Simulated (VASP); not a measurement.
Input of a VASP 6.6.1 run:

Contents of INCAR:

```
SYSTEM = PtSe2
ALGO = Normal
EDIFF = 1E-7
EDIFFG = -0.002
ENCUT = 350
GGA = CA
IBRION = 2
ISIF = 3
ISMEAR = 0
LASPH = .True.
LCHARG = .False.
LREAL = .False.
LWAVE = .False.
NELM = 80
NSW = 80
PREC = Accurate
SIGMA = 0.02
```

Contents of KPOINTS:

```
k-points
0
Gamma
  6 6 4
  0 0 0
```

The input POSCAR:

```
PtSe2                                   
1.0
    3.7389757396      0.0000000000     -0.0000000000
   -1.8694878698      3.2380479709      0.0000000000
    0.0000000000     -0.0000000000      4.7837142562
  Pt              Se            
     1     2
Direct
     0.0000000000000000    0.0000000000000000    0.0000000000000000
     0.3333333300000021    0.6666666699999979    0.2647224650472661
     0.6666666699999979    0.3333333300000021    0.7352775349527340
```

Potentials or basis: VASP PAW LDA potentials, release 64 (Pt, Se).

Launch:

```sh
$ cat potpaw_LDA.64/Pt/POTCAR potpaw_LDA.64/Se/POTCAR > POTCAR
$ mpirun -np 1 vasp_std > vasp.out
```

(1) Predict the relaxed volume.

(2) What does it give for the space group after relaxing (to 0.05 Å)?

Results:

(1) 19.29 Å³/atom.

(2) P-3m1 (No. 164).
